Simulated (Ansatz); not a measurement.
**NbC: equation of state**

Aim: scale the cell of NbC up and down at fixed shape and fractional positions, and get the equilibrium volume and bulk modulus with LAPW, PAW and all-electron datasets made for the crystal.

Program: Ansatz 0.2.0. Level of theory: DFT PBE, scalar-relativistic. These are calculated values, not measurements.

**1. The starting structure**

The structure is cubic, space group Fm-3m (No. 225). The conventional cell has a = 4.400 Å, b = 4.400 Å, c = 4.400 Å, α = 90.00°, β = 90.00°, γ = 90.00°. Nb (site symmetry m-3m) is surrounded by 6 C at 2.20 Å. C (site symmetry m-3m) has 6 Nb at 2.20 Å as nearest neighbours.

Structure file:

```cif
data_structure
_symmetry_space_group_name_H-M 'Fm-3m'
_symmetry_Int_Tables_number 225
_cell_length_a 4.4000
_cell_length_b 4.4000
_cell_length_c 4.4000
_cell_angle_alpha 90.000
_cell_angle_beta 90.000
_cell_angle_gamma 90.000
_cell_volume 85.18
loop_
_atom_site_label
_atom_site_type_symbol
_atom_site_symmetry_multiplicity
_atom_site_Wyckoff_symbol
_atom_site_fract_x
_atom_site_fract_y
_atom_site_fract_z
_atom_site_occupancy
Nb1 Nb 4 a 0.00000 0.00000 0.00000 1
C1 C 4 b 0.50000 0.00000 0.00000 1
```

The file gives the conventional cell by its symmetry; the runs use the cell typed in the input.

The cell comes from a crystallographic database entry that wasn't checked; take it as a given geometry, which may be far from equilibrium.

Atoms are numbered in the order of the input: Nb1, C2.

**2. Volume × 0.9405, LAPW**

Input file input.yaml:

```yaml
crystal:
  lattice:
    - [0.0, 2.1554714795, 2.1554714795]
    - [2.1554714795, 0.0, 2.1554714795]
    - [2.1554714795, 2.1554714795, 0.0]
  atoms:
    - { symbol: Nb, position: [0.0, 0.0, 0.0] }
    - { symbol: C, position: [0.5, 0.5, 0.5] }
kpoints:
  mp_grid: { grid: [14, 14, 14] }
scf:
  occupations: { method: fermi_dirac, width: 0.05 }
hamiltonian:
  xc: pbe
  pseudopotentials: { kind: all_electron, lapw: { basis_error: 0.001 } }
output:
  forces: true
  stress: true
  eigenvalues: true
```

**3. Volume × 0.9405, PAW**

Changes to input.yaml since step 2:

```diff
@@ -14,3 +14,3 @@
   xc: pbe
-  pseudopotentials: { kind: all_electron, lapw: { basis_error: 0.001 } }
+  pseudopotentials: { kind: paw }
 output:
@@ -19 +19,2 @@
   eigenvalues: true
+  efg: { contact_densities: true }
```

**4. Volume × 0.9405, crystal datasets**

Changes to input.yaml since step 3:

```diff
@@ -14,3 +14,3 @@
   xc: pbe
-  pseudopotentials: { kind: paw }
+  pseudopotentials: { kind: all_electron, datasets: crystal }
 output:
```

**5. Volume × 0.97, LAPW**

Input file input.yaml:

```yaml
crystal:
  lattice:
    - [0.0, 2.1777762584, 2.1777762584]
    - [2.1777762584, 0.0, 2.1777762584]
    - [2.1777762584, 2.1777762584, 0.0]
  atoms:
    - { symbol: Nb, position: [0.0, 0.0, 0.0] }
    - { symbol: C, position: [0.5, 0.5, 0.5] }
kpoints:
  mp_grid: { grid: [14, 14, 14] }
scf:
  occupations: { method: fermi_dirac, width: 0.05 }
hamiltonian:
  xc: pbe
  pseudopotentials: { kind: all_electron, lapw: { basis_error: 0.001 } }
output:
  forces: true
  stress: true
  eigenvalues: true
```

**6. Volume × 0.97, PAW**

Changes to input.yaml since step 5:

```diff
@@ -14,3 +14,3 @@
   xc: pbe
-  pseudopotentials: { kind: all_electron, lapw: { basis_error: 0.001 } }
+  pseudopotentials: { kind: paw }
 output:
@@ -19 +19,2 @@
   eigenvalues: true
+  efg: { contact_densities: true }
```

**7. Volume × 1.03, LAPW**

Input file input.yaml:

```yaml
crystal:
  lattice:
    - [0.0, 2.2217835949, 2.2217835949]
    - [2.2217835949, 0.0, 2.2217835949]
    - [2.2217835949, 2.2217835949, 0.0]
  atoms:
    - { symbol: Nb, position: [0.0, 0.0, 0.0] }
    - { symbol: C, position: [0.5, 0.5, 0.5] }
kpoints:
  mp_grid: { grid: [14, 14, 14] }
scf:
  occupations: { method: fermi_dirac, width: 0.05 }
hamiltonian:
  xc: pbe
  pseudopotentials: { kind: all_electron, lapw: { basis_error: 0.001 } }
output:
  forces: true
  stress: true
  eigenvalues: true
```

**8. Volume × 1.03, PAW**

Changes to input.yaml since step 7:

```diff
@@ -14,3 +14,3 @@
   xc: pbe
-  pseudopotentials: { kind: all_electron, lapw: { basis_error: 0.001 } }
+  pseudopotentials: { kind: paw }
 output:
@@ -19 +19,2 @@
   eigenvalues: true
+  efg: { contact_densities: true }
```

**9. Volume × 1.06, LAPW**

Input file input.yaml:

```yaml
crystal:
  lattice:
    - [0.0, 2.2431482093, 2.2431482093]
    - [2.2431482093, 0.0, 2.2431482093]
    - [2.2431482093, 2.2431482093, 0.0]
  atoms:
    - { symbol: Nb, position: [0.0, 0.0, 0.0] }
    - { symbol: C, position: [0.5, 0.5, 0.5] }
kpoints:
  mp_grid: { grid: [14, 14, 14] }
scf:
  occupations: { method: fermi_dirac, width: 0.05 }
hamiltonian:
  xc: pbe
  pseudopotentials: { kind: all_electron, lapw: { basis_error: 0.001 } }
output:
  forces: true
  stress: true
  eigenvalues: true
```

**10. Volume × 1.06, PAW**

Changes to input.yaml since step 9:

```diff
@@ -14,3 +14,3 @@
   xc: pbe
-  pseudopotentials: { kind: all_electron, lapw: { basis_error: 0.001 } }
+  pseudopotentials: { kind: paw }
 output:
@@ -19 +19,2 @@
   eigenvalues: true
+  efg: { contact_densities: true }
```

**11. Volume × 1.06, crystal datasets**

Changes to input.yaml since step 10:

```diff
@@ -14,3 +14,3 @@
   xc: pbe
-  pseudopotentials: { kind: paw }
+  pseudopotentials: { kind: all_electron, datasets: crystal }
 output:
```

(Steps that only read results are left out.)

Before running it: what results should come out? Wanted: equilibrium volume; bulk modulus (for each run or level that gives them).

As calculated:

| quantity | value |
| --- | --- |
| equilibrium volume (LAPW) | 11.277 Å³/atom |
| bulk modulus (LAPW) | 301 GPa |
| its pressure derivative (LAPW) | 4.2 |
| equilibrium volume (PAW) | 11.278 Å³/atom |
| bulk modulus (PAW) | 301 GPa |
| its pressure derivative (PAW) | 4.2 |

What this shows: A third-order Birch-Murnaghan fit to the LAPW pressures puts zero pressure at 11.28 Å³/atom, +5.9 % from the given cell, with a bulk modulus of 301 GPa. PAW's volume lies less than 0.01 % and its modulus less than 0.1 % from LAPW's. No thermal or zero-point expansion is included.
